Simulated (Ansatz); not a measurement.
# CuAu: do energies and stresses tell the same story?

These are results of Ansatz, DFT PBE, scalar-relativistic, plane waves, PAW, not measurements.

Settings: cutoff 420 eV, Γ-centred mesh 14×14×12 on the computed 2-atom cell, Gaussian smearing of 0.10 eV; no spin polarisation.

Relaxed cell: P4/mmm, a = 2.892 Å, b = 2.892 Å, c = 3.588 Å, α = 90.00°, β = 90.00°, γ = 90.00°, 2 atoms in the primitive cell. Whether it is the stable form of this composition wasn't checked.

Energies at zero smearing and pressures from the stress tensor, at volumes with shape and atoms relaxed:
```csv
V (Å³/atom),E − E(first) (meV/atom),P (GPa)
13.203,0.00,25.31
13.653,-59.08,17.06
14.103,-97.12,10.29
14.553,-117.83,4.63
15.003,-124.05,-0.04
15.453,-118.34,-3.88
15.903,-102.84,-7.03
16.503,-70.03,-10.33
```

Question: Check P = −dE/dV between neighbouring volumes, and get the bulk modulus from the pressures alone.

Answer: With 1 eV/Å³ = 160.2 GPa:
```
middle V (Å³/atom)  −ΔE/ΔV (GPa) mean P (GPa)
            13.428        21.031        21.185
            13.878        13.540        13.676
            14.328         7.372         7.461
            14.778         2.217         2.295
            15.228        -2.034        -1.964
            15.678        -5.517        -5.456
            16.203        -8.760        -8.679
```

The two differ by 0.15 GPa at most. The mean of two end pressures misses the average over a step by about ΔV² P″/12, up to 0.12 GPa here; with that taken off 0.03 GPa remains. The stress is the derivative of the free energy, not of the energy at zero smearing, and with free energies 0.01 GPa remains. Around V = 15.003 Å³/atom, the two neighbours give B = −V ΔP/ΔV = 15.003 × 8.52 / 0.900 = 142.0 GPa, against B0 = 140.7 GPa from the Birch–Murnaghan fit of the energies.

Spin–orbit coupling is left out, which can shift energies with elements as heavy as these.

Cost: 9 runs of about 5.1 core-minutes in all, on Arm Neoverse V1 (shared hosts).